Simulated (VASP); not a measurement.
Crystal: TiO.

```xyz
2
Lattice="3.0310 0.0000 0.0000 -1.5155 2.6249 0.0000 0.0000 0.0000 3.2377" Properties=species:S:1:pos:R:3 pbc="T T T"
Ti    1.5155    0.8750    0.0000
O     0.0000    0.0000    1.6188
```

Base run:

```yaml
Program: VASP 6.6.1
Functional: r2SCAN
Potentials_or_basis: VASP PAW PBE potentials, release 64 (Ti_sv, O)
Cutoff: 520 eV
k_mesh: 10 × 10 × 8
Occupations: fermi-dirac, width 0.05 eV
Spin: no spin polarisation
```

Its results: band gap on the k mesh 0.17 eV, direct; pressure -39.2 GPa.

Question: The run is repeated on the same cell with these changes: functional from r2SCAN to SCAN. What comes out?

Answer: Band gap on the k mesh 0.17 eV, direct; pressure -39.8 GPa.

Caveats: a pressure of tens of GPa on the cell as given is suspect, and the run, the potentials or the cell itself is likely at fault; the PAW data sets were made with another functional, which shifts forces and pressure a little.
